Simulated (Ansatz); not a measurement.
## Symmetry broken, then relaxed in Si

Method: DFT r2SCAN, scalar-relativistic, plane waves, PAW in Ansatz 0.2.0. The runs took a 500 eV cutoff, a Γ-centred 12×12×14 mesh and Gaussian smearing (0.15 eV). No spin polarisation. Energies are free energies at this smearing, counted from the undisturbed cell; pressure is positive in compression.

Zero of the scan (relaxed at this level; this form isn't the usual structure):

```yaml
crystal:
  lattice:
    - [2.62900, 0.00000, 0.00000]
    - [-1.31450, 2.27678, 0.00000]
    - [0.00000, 0.00000, 2.49380]
  atoms:
    - { symbol: Si, position: [0.00000, 0.00000, 0.00000] }
```

The cell is strained by (-0.0333, -0.1679, 0.2012, -0.0700, -0.1362, -0.0504) (xx, yy, zz, yz, xz, xy; engineering shear). Cell and atoms are then relaxed.

Q: Does the relaxation return to the undisturbed structure?

A: No. It ends 4.9 meV/atom below it, nearly level but in another symmetry or volume. The disturbance itself cost 620.9 meV/atom. The final space group reads Cmmm (tolerance 0.05 Å) and the volume changes by 0.65 %.

Final structure:

```xyz
1
Lattice="2.6019 0.0882 0.0015 -1.2328 2.2933 0.0033 -0.0010 -0.0034 2.4729" Properties=species:S:1:pos:R:3 pbc="T T T"
Si    0.0000    0.0000    0.0000
```

The relaxation, step by step (energy from the first step; small jumps at an unchanged geometry come where the plane waves are selected anew for the new cell):

```csv
step,ΔE (meV/atom),largest force component (eV/Å),pressure (GPa)
1,0.0,0.000,20.46
2,-229.1,0.000,11.59
3,-410.2,0.000,6.20
4,-542.5,0.000,4.17
5,-596.7,0.000,-0.68
6,-613.5,0.000,2.98
7,-615.6,0.000,1.08
8,-621.3,0.000,-0.38
9,-623.1,0.000,0.34
10,-619.4,0.000,0.04
11,-624.5,0.000,-0.08
12,-624.7,0.000,-0.03
13,-624.7,0.000,-0.02
14,-625.8,0.000,0.07
15,-625.8,0.000,0.01
16,-625.8,0.000,0.01
```

Frames along the relaxation (Å, eV/Å):

```xyz
1
Lattice="2.541 -0.066 -0.179 -1.328 1.928 0.010 -0.170 -0.087 2.996" Properties=species:S:1:pos:R:3:forces:R:3 pbc="T T T" step=1
Si    0.000    0.000    0.000    0.000    0.000    0.000
1
Lattice="2.592 -0.051 -0.148 -1.342 1.996 -0.001 -0.148 -0.090 2.852" Properties=species:S:1:pos:R:3:forces:R:3 pbc="T T T" step=2
Si    0.000    0.000    0.000    0.000    0.000    0.000
1
Lattice="2.646 -0.050 -0.117 -1.367 2.070 -0.001 -0.124 -0.074 2.708" Properties=species:S:1:pos:R:3:forces:R:3 pbc="T T T" step=3
Si    0.000    0.000    0.000    0.000    0.000    0.000
1
Lattice="2.689 -0.042 -0.075 -1.382 2.130 -0.004 -0.087 -0.054 2.569" Properties=species:S:1:pos:R:3:forces:R:3 pbc="T T T" step=4
Si    0.000    0.000    0.000    0.000    0.000    0.000
1
Lattice="2.727 -0.030 -0.024 -1.391 2.184 0.010 -0.030 0.005 2.556" Properties=species:S:1:pos:R:3:forces:R:3 pbc="T T T" step=5
Si    0.000    0.000    0.000    0.000    0.000    0.000
1
Lattice="2.740 -0.013 0.015 -1.383 2.225 0.003 0.006 0.018 2.417" Properties=species:S:1:pos:R:3:forces:R:3 pbc="T T T" step=6
Si    0.000    0.000    0.000    0.000    0.000    0.000
1
Lattice="2.639 0.058 -0.008 -1.278 2.233 -0.007 -0.013 -0.021 2.485" Properties=species:S:1:pos:R:3:forces:R:3 pbc="T T T" step=7
Si    0.000    0.000    0.000    0.000    0.000    0.000
1
Lattice="2.586 0.059 0.006 -1.246 2.322 0.005 0.006 0.004 2.476" Properties=species:S:1:pos:R:3:forces:R:3 pbc="T T T" step=8
Si    0.000    0.000    0.000    0.000    0.000    0.000
1
Lattice="2.583 0.091 0.004 -1.220 2.309 0.004 0.003 -0.001 2.467" Properties=species:S:1:pos:R:3:forces:R:3 pbc="T T T" step=9
Si    0.000    0.000    0.000    0.000    0.000    0.000
1
Lattice="2.653 0.077 0.003 -1.269 2.259 0.003 -0.003 -0.001 2.461" Properties=species:S:1:pos:R:3:forces:R:3 pbc="T T T" step=10
Si    0.000    0.000    0.000    0.000    0.000    0.000
1
Lattice="2.610 0.081 0.000 -1.242 2.287 0.003 -0.003 -0.004 2.472" Properties=species:S:1:pos:R:3:forces:R:3 pbc="T T T" step=11
Si    0.000    0.000    0.000    0.000    0.000    0.000
1
Lattice="2.601 0.088 0.001 -1.232 2.292 0.003 -0.001 -0.004 2.474" Properties=species:S:1:pos:R:3:forces:R:3 pbc="T T T" step=12
Si    0.000    0.000    0.000    0.000    0.000    0.000
1
Lattice="2.602 0.086 0.001 -1.235 2.291 0.003 -0.001 -0.004 2.473" Properties=species:S:1:pos:R:3:forces:R:3 pbc="T T T" step=13
Si    0.000    0.000    0.000    0.000    0.000    0.000
1
Lattice="2.602 0.086 0.001 -1.235 2.291 0.003 -0.001 -0.004 2.473" Properties=species:S:1:pos:R:3:forces:R:3 pbc="T T T" step=14
Si    0.000    0.000    0.000    0.000    0.000    0.000
1
Lattice="2.602 0.088 0.002 -1.233 2.293 0.003 -0.001 -0.003 2.473" Properties=species:S:1:pos:R:3:forces:R:3 pbc="T T T" step=15
Si    0.000    0.000    0.000    0.000    0.000    0.000
1
Lattice="2.602 0.088 0.002 -1.233 2.293 0.003 -0.001 -0.003 2.473" Properties=species:S:1:pos:R:3:forces:R:3 pbc="T T T" step=16
Si    0.000    0.000    0.000    0.000    0.000    0.000
```